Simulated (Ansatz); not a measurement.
# CdSe (F-43m) in Ansatz: settings compared

One crystal, CdSe, is run at these levels: PBE, B88-PBE; tasks: single point, elastic constants.

All numbers are computed with Ansatz 0.2.0; they aren't measurements. Logs are shortened: lines on timing, memory, paths and dates and some standing lists are left out, and cuts for length are marked.

## (1) The structure

The structure is cubic, space group F-43m (No. 216). Conventional cell: a = 6.141 Å, b = 6.141 Å, c = 6.141 Å, α = 90.00°, β = 90.00°, γ = 90.00°. Cd (site symmetry -43m) has 4 Se at 2.66 Å as nearest neighbours. Around Se (site symmetry -43m) lie 4 Cd at 2.66 Å.

Measurements of this composition are mostly on another form, of space group No. 186.

## (2) Single point, PBE, 27.21 Å³/atom (volume scaled by 0.94)

input.yaml

```yaml
crystal:
  lattice:
    - [0.0, 3.0075950161, 3.0075950161]
    - [3.0075950161, 0.0, 3.0075950161]
    - [3.0075950161, 3.0075950161, 0.0]
  atoms:
    - { symbol: Cd, position: [0.0, 0.0, 0.0] }
    - { symbol: Se, position: [0.25, 0.25, 0.25] }
kpoints:
  mp_grid: { grid: [8, 8, 8] }
scf:
  occupations: { method: fermi_dirac, width: 0.05 }
hamiltonian:
  xc: pbe
  pseudopotentials: { kind: all_electron, lapw: { basis_error: 0.0005 } }
output:
  forces: true
  stress: true
  eigenvalues: true
```

Potentials or basis: all-electron LAPW, scalar-relativistic.

Command:

```sh
$ ansatz run input.yaml --threads 1 --pin off --max-ram 2560MiB --backend cpu --events-out ev --progress --plain --runs-dir out
```

What it wrote:

```text
Warning: RAYON_NUM_THREADS=1 ignored (pool sized by the plan → 1); use --threads N
LAPW: plane waves up to 8.920 Å⁻¹, error target 5.0e-4 eV per atom; small_component_spin mean_spin; Se in spheres of 1.256 Å, 24 of its electrons in bands, Dirac shells []; Cd in spheres of 1.349 Å, 30 of its electrons in bands, Dirac shells [] (how accurate: hamiltonian.pseudopotentials.lapw.basis_error, Limitations)
Engine: ansatz 0.2.0, x86_64-unknown-linux-gnu
Pseudopotentials: kind: all_electron
Pseudopotential: Cd, LAPW, valence charge 30, lapw/all_electron/scalar/gaussian/Cd, Koelling and Harmon's equation, gaussian nucleus
Pseudopotential: Se, LAPW, valence charge 24, lapw/all_electron/scalar/gaussian/Se, Koelling and Harmon's equation, gaussian nucleus
Functional definition: PBE
  parameter kappa = 0.804
  parameter beta = 0.06672455060314922
  exchange = pbe_x(kappa = kappa, mu = beta*pi^2/3)
  correlation = pbe_c(beta = beta)
Crystal: 2 atoms, lattice volume = 54.411 Å³
Basis set: ecut = 303.11308187720516 eV, 645 PW (Γ), exchange–correlation at level 2
Bands: 33, of which v1, the nominal top of the filled ones, is band 27 counted from 1 (26 counted from 0)
Symmetry: 24 space group operations
Space group: F-43m (ITA 216), of the structure as read, at distance tolerance 3.8e-5 Å
k-points: 29 of 512 (time reversal used)
Non-local potential: Cd, projectors of the file, none
Non-local potential: Se, projectors of the file, none
Initial density: superposition of atomic densities (chi_scale 0.1, normalization cell, long waves kept (reshape's long-wave potential 0.00 eV rms))
Initial wavefunctions: plane waves of lowest kinetic energy (no species holds an atomic orbital)
Functional: x = pbe(κ = 0.804, μ = 0.2195149727645171), c = pbe(β = 0.06672455060314922)
iter 1 solved again at ethr=1.82e-3 eV; its pass at ethr=1.00e-1 eV (dr2=9.82e-1 eV) is discarded
SCF iter   1: F=—  HF=-218362.671861 eV  |F-HF|=—  |Δ(HF+E_count)|=         —  Δρ=2.95e-2  dr2=9.83e-1  ethr=1.82e-3  ⟨swp⟩=2.0  Hψ=5832  notcnv=0
preconditioner: auto → none  [insulator: Δε(μ)=1.126 eV  Ē_g=13.496 eV  σ=0.050 eV  W_gap=1.00  n_scr=14 (ndim 8)  ℏωp=21.4 eV  f_vac=0.270  D(μ)=0.00/eV (n_scr^D=0)  ε∞_Penn≈3.5]
iter 2 solved again at ethr=3.41e-5 eV; its pass at ethr=1.82e-3 eV (dr2=1.84e-2 eV) is discarded
SCF iter   2: F=—  HF=-218362.332726 eV  |F-HF|=—  |Δ(HF+E_count)|=   3.39e-1  Δρ=7.19e-3  dr2=1.85e-2  ethr=3.41e-5  ⟨swp⟩=2.0  Hψ=4778  notcnv=0
SCF iter   3: F=—  HF=-218362.299946 eV  |F-HF|=—  |Δ(HF+E_count)|=   3.28e-2  Δρ=4.33e-3  dr2=1.07e-2  ethr=3.41e-5  ⟨swp⟩=2.2  Hψ=2907  notcnv=0
SCF iter   4: F=—  HF=-218362.299697 eV  |F-HF|=—  |Δ(HF+E_count)|=         —  Δρ=1.50e-3  dr2=1.24e-3  ethr=1.97e-5  ⟨swp⟩=2.0  Hψ=2727  notcnv=0
the basis was enlarged: its passes take 82.0 KiB over the memory plan, 1 of 1 planned eigensolver slots
SCF iter   5: F=—  HF=-218362.299854 eV  |F-HF|=—  |Δ(HF+E_count)|=   1.57e-4  Δρ=2.13e-4  dr2=1.69e-5  ethr=2.29e-6  ⟨swp⟩=2.0  Hψ=2735  notcnv=0
SCF iter   6: F=—  HF=-218362.299865 eV  |F-HF|=—  |Δ(HF+E_count)|=   1.10e-5  Δρ=4.97e-5  dr2=1.16e-6  ethr=3.13e-8  ⟨swp⟩=3.0  Hψ=2786  notcnv=0
SCF iter   7: F=-218362.299868 eV  HF=-218362.299868 eV  |F-HF|=9.63e-8  |Δ(HF+E_count)|=   3.00e-6  Δρ=8.41e-6  dr2=3.14e-8  ethr=2.14e-9  ⟨swp⟩=3.0  Hψ=2882  notcnv=0
SCF 1 converged in 7 iterations: F = -218362.299868 eV  dr2 = 3.14e-8
SCF converged after 7 iterations
Free energy (F): -218362.299868 eV
Harris-Foulkes:  -218362.299868 eV  (|F-HF|=9.63e-8)
Internal energy: -218362.299860 eV  (E = F + TS)
E sigma→0 (E₀):  -218362.299864 eV
Entropy (-TS):   -0.000008 eV (-0.004 meV/atom)
Fermi energy:    9.059970 eV
--- Per-component energies (eV) ---
  E_band       = -5877.582397
  E_kinetic    = 227174.536892
  E_xc         = -6606.517342
  E_electrostatic = -438930.319409  (all electrons and nuclei)
  E_smearing   = -0.000008  (= −TS)
  E_closure    = 0.000000  (closes the sum)
  E_atoms      = -218356.868614  (free atoms, spherical and without spin; not in F)
  Σ components = -218362.299868   (vs F -218362.299868, Δ=0.00e0)
  Basis errors (estimates in eV, not in F): energy 2.2e-4 per atom: plane waves 2.0e-4 (1.2e-4 summed), levels above the bands 1.5e-86, relativity 2.7e-8, radial functions 2.2e-5, core shells 1.3e-8; eigenvalues (radial functions only) 3.7e-7; not estimated: angular momenta, meshes, grids; target (lapw.basis_error) 5.0e-4; muffin-tin radii Se 1.256 Å, Cd 1.349 Å
--- Forces (eV/Å), atoms counted from 1 ---
  atom   1  Cd    -0.00000000     0.00000000    -0.00000000
  atom   2  Se     0.00000000    -0.00000000     0.00000000
  max |Σ_I F_I| component: 5.55e-17 eV/Å
--- Stress (GPa, compression-positive) ---
        4.919481       0.000000      -0.000000
        0.000000       4.919481       0.000000
       -0.000000       0.000000       4.919481
  P = ⅓ Tr σ = 4.9195 GPa (49.195 kbar)
--- Band table (eV; the first three rows and the last of 29) ---
  k-point 0: bands = ["-380.4092", "-380.4092", "-380.4075", "-380.4075", "-380.4075", "-198.3620", "-137.8288", "-137.8288", "-137.8288", "-93.0193", "-54.0878", "-54.0878", "-54.0878", "-38.0462", "-38.0462", "-38.0462", "-38.0424", "-38.0424", "-4.1008", "0.6365", "0.6365", "0.6365", "1.0483", "1.0483", "8.6845", "8.6845", "8.6845", "9.3615", "14.6307", "14.6307", "14.6307", "18.6096", "19.8997"]
  k-point 1: bands = ["-380.4092", "-380.4092", "-380.4075", "-380.4075", "-380.4075", "-198.3620", "-137.8288", "-137.8288", "-137.8288", "-93.0193", "-54.0879", "-54.0878", "-54.0878", "-38.0462", "-38.0462", "-38.0462", "-38.0424", "-38.0424", "-4.0426", "0.6553", "0.6553", "0.6860", "1.0472", "1.0472", "7.4556", "8.5508", "8.5508", "10.3580", "14.4272", "14.8425", "14.8425", "19.0729", "19.0729"]
  k-point 2: bands = ["-380.4092", "-380.4092", "-380.4075", "-380.4075", "-380.4075", "-198.3620", "-137.8288", "-137.8288", "-137.8288", "-93.0193", "-54.0880", "-54.0878", "-54.0878", "-38.0463", "-38.0462", "-38.0462", "-38.0424", "-38.0424", "-3.9004", "0.6965", "0.6965", "0.8585", "1.0504", "1.0504", "5.9376", "8.2565", "8.2565", "11.0469", "14.6941", "15.1685", "15.1685", "18.8172", "18.8172"]
  k-point 28: bands = ["-380.4092", "-380.4092", "-380.4075", "-380.4075", "-380.4075", "-198.3620", "-137.8288", "-137.8288", "-137.8288", "-93.0193", "-54.0881", "-54.0880", "-54.0879", "-38.0463", "-38.0463", "-38.0462", "-38.0424", "-38.0423", "-3.5702", "0.8366", "0.8496", "1.0109", "1.0510", "1.5800", "4.5456", "6.3330", "6.3331", "13.8646", "13.8980", "15.2261", "16.2880", "19.4386", "21.4314"]
```

It took 24 s on 1 thread of AMD EPYC 7R43 (Zen 3), shared host; peak memory 0.42 GiB.

What came out:

```yaml
Free_energy: -218362.2999 eV
Pressure: 4.9 GPa
Band_gap_on_the_k_mesh: 0.68 eV, direct
```

## (3) Single point, PBE, 27.78 Å³/atom (volume scaled by 0.96)

Edit input.yaml of step 2 so:

```diff
@@ -2,5 +2,5 @@
   lattice:
-    - [0.0, 3.0075950161, 3.0075950161]
-    - [3.0075950161, 0.0, 3.0075950161]
-    - [3.0075950161, 3.0075950161, 0.0]
+    - [0.0, 3.0287759606, 3.0287759606]
+    - [3.0287759606, 0.0, 3.0287759606]
+    - [3.0287759606, 3.0287759606, 0.0]
   atoms:
```

Potentials or basis: all-electron LAPW, scalar-relativistic.

Command:

```sh
$ ansatz run input.yaml --threads 1 --pin off --max-ram 2560MiB --backend cpu --events-out ev --progress --plain --runs-dir out
```

Wall time 25 s (1 thread of AMD EPYC 7R43 (Zen 3), shared host); peak memory 0.42 GiB.

Results (log left out):

```yaml
Free_energy: -218362.3305 eV
Pressure: 3.6 GPa
Band_gap_on_the_k_mesh: 0.63 eV, direct
```

## (4) Single point, PBE, 28.36 Å³/atom (volume scaled by 0.98)

Edit input.yaml of step 3 so:

```diff
@@ -2,5 +2,5 @@
   lattice:
-    - [0.0, 3.0287759606, 3.0287759606]
-    - [3.0287759606, 0.0, 3.0287759606]
-    - [3.0287759606, 3.0287759606, 0.0]
+    - [0.0, 3.0496647307, 3.0496647307]
+    - [3.0496647307, 0.0, 3.0496647307]
+    - [3.0496647307, 3.0496647307, 0.0]
   atoms:
```

Command:

```sh
$ ansatz run input.yaml --threads 1 --pin off --max-ram 2560MiB --backend cpu --events-out ev --progress --plain --runs-dir out
```

Wall time 20 s (1 thread of AMD EPYC 7R43 (Zen 3), shared host); peak memory 0.4 GiB.

The run converged. Its results:

- Free energy: -218362.3519 eV
- Pressure: 2.4 GPa
- Band gap on the k mesh: 0.59 eV, direct

## (5) Single point, PBE, 28.94 Å³/atom

Edit input.yaml of step 4 so:

```diff
@@ -2,5 +2,5 @@
   lattice:
-    - [0.0, 3.0496647307, 3.0496647307]
-    - [3.0496647307, 0.0, 3.0496647307]
-    - [3.0496647307, 3.0496647307, 0.0]
+    - [0.0, 3.0702711986, 3.0702711986]
+    - [3.0702711986, 0.0, 3.0702711986]
+    - [3.0702711986, 3.0702711986, 0.0]
   atoms:
```

Command:

```sh
$ ansatz run input.yaml --threads 1 --pin off --max-ram 2560MiB --backend cpu --events-out ev --progress --plain --runs-dir out
```

Wall time 22 s (1 thread of AMD EPYC 7R43 (Zen 3), shared host); peak memory 0.41 GiB.

Results (log left out):

* Free energy: -218362.3651 eV
* Pressure: 1.3 GPa
* Band gap on the k mesh: 0.55 eV, direct

## (6) Single point, PBE, 29.52 Å³/atom (volume scaled by 1.02)

Edit input.yaml of step 5 so:

```diff
@@ -2,5 +2,5 @@
   lattice:
-    - [0.0, 3.0702711986, 3.0702711986]
-    - [3.0702711986, 0.0, 3.0702711986]
-    - [3.0702711986, 3.0702711986, 0.0]
+    - [0.0, 3.090604713, 3.090604713]
+    - [3.090604713, 0.0, 3.090604713]
+    - [3.090604713, 3.090604713, 0.0]
   atoms:
```

Potentials or basis: all-electron LAPW, scalar-relativistic.

Command:

```sh
$ ansatz run input.yaml --threads 1 --pin off --max-ram 2560MiB --backend cpu --events-out ev --progress --plain --runs-dir out
```

Run time: 18 s. Hardware: 1 thread of AMD EPYC 7R43 (Zen 3), shared host; peak memory 0.4 GiB.

Results (log left out):

```yaml
Free_energy: -218362.3710 eV
Pressure: 0.3 GPa
Band_gap_on_the_k_mesh: 0.51 eV, direct
```

## (7) Single point, PBE, 30.10 Å³/atom (volume scaled by 1.04)

Edit input.yaml of step 6 so:

```diff
@@ -2,5 +2,5 @@
   lattice:
-    - [0.0, 3.090604713, 3.090604713]
-    - [3.090604713, 0.0, 3.090604713]
-    - [3.090604713, 3.090604713, 0.0]
+    - [0.0, 3.1106741371, 3.1106741371]
+    - [3.1106741371, 0.0, 3.1106741371]
+    - [3.1106741371, 3.1106741371, 0.0]
   atoms:
```

Command:

```sh
$ ansatz run input.yaml --threads 1 --pin off --max-ram 2560MiB --backend cpu --events-out ev --progress --plain --runs-dir out
```

Wall time 21 s (1 thread of AMD EPYC 7R43 (Zen 3), shared host); peak memory 0.4 GiB.

Results (log left out):

```
Free energy            : -218362.3702 eV
Pressure               : -0.5 GPa
Band gap on the k mesh : 0.47 eV, direct
```

## (8) Single point, PBE, 30.68 Å³/atom (volume scaled by 1.06)

Edit input.yaml of step 7 so:

```diff
@@ -2,5 +2,5 @@
   lattice:
-    - [0.0, 3.1106741371, 3.1106741371]
-    - [3.1106741371, 0.0, 3.1106741371]
-    - [3.1106741371, 3.1106741371, 0.0]
+    - [0.0, 3.1304878824, 3.1304878824]
+    - [3.1304878824, 0.0, 3.1304878824]
+    - [3.1304878824, 3.1304878824, 0.0]
   atoms:
```

Command:

```sh
$ ansatz run input.yaml --threads 1 --pin off --max-ram 2560MiB --backend cpu --events-out ev --progress --plain --runs-dir out
```

Wall time 18 s (1 thread of AMD EPYC 7R43 (Zen 3), shared host); peak memory 0.4 GiB.

Results (log left out):

- Free energy: -218362.3636 eV
- Pressure: -1.3 GPa
- Band gap on the k mesh: 0.43 eV, direct

## (9) Elastic constants, B88-PBE

input.yaml

```yaml
crystal:
  lattice: { a: 6.1405424, b: 6.1405424, c: 6.1405424, alpha: 90.0, beta: 90.0, gamma: 90.0 }
  space_group: 216
  setting: { hermann_mauguin: F-43m }
  reduce_to_primitive: true
  atoms:
    - { symbol: Cd, position: [0.0, 0.0, 0.0] }
    - { symbol: Se, position: [0.25, 0.25, 0.75] }
kpoints:
  mp_grid: { grid: [6, 6, 6] }
scf:
  occupations: { method: gaussian, width: 0.01 }
hamiltonian:
  xc: { exchange: b88, correlation: pbe }
  pseudopotentials: { kind: all_electron, lapw: { basis_error: 0.001 } }
output:
  forces: true
  stress: true
elastic:
  mode: clamped_ion
  stencil: two_point
```

Potentials or basis: all-electron LAPW, scalar-relativistic.

Command:

```sh
$ ansatz run input.yaml --threads 1 --pin off --max-ram 2560MiB --backend cpu --events-out ev --progress --plain --runs-dir out
```

Wall time 60 s (1 thread of Intel Xeon Platinum 8488C (Sapphire Rapids), shared host); peak memory 0.41 GiB.

Results (log left out):

```yaml
Free_energy: -218392.3890 eV
Pressure: 1.2 GPa
Band_gap_on_the_k_mesh: 0.55 eV, direct
Clamped-ion_elastic_constants_C11_C12_C44: 61, 45, 42 GPa
Voigt_bulk_modulus: 50 GPa
```

Levels at points of the mesh, in eV from the valence-band top:
```csv
k point,band 20,band 21,band 22,band 23,band 24,band 25
"(0.00, 0.00, 0.00)",0.00,0.00,0.00,0.55,5.95,5.95
"(0.00, 0.00, -0.50)",-4.21,-0.71,-0.71,2.36,6.46,6.46
"(0.00, -0.50, -0.50)",-3.94,-1.75,-1.75,3.23,3.74,8.98
```

Elastic tensor in Voigt notation (GPa, ions clamped, in the Cartesian axes of the cell as first typed):
```
61 45 45  0  0  0
45 61 45  0  0  0
45 45 61  0  0  0
 0  0  0 42  0  0
 0  0  0  0 42  0
 0  0  0  0  0 42
```

## (10) The reference run

An earlier run on the cell as given: functional PBE; potentials or basis all-electron LAPW, scalar-relativistic; cutoff 266 eV (chosen from the basis error); basis error allowed 0.001 eV/atom; k mesh 8 × 8 × 8; occupations fermi-dirac, width 0.05 eV; no spin polarisation.

- Pressure: 1.3 GPa
- Band gap on the k mesh: 0.55 eV, direct
- Loewdin charges: Cd +1.22; Se -1.04 e
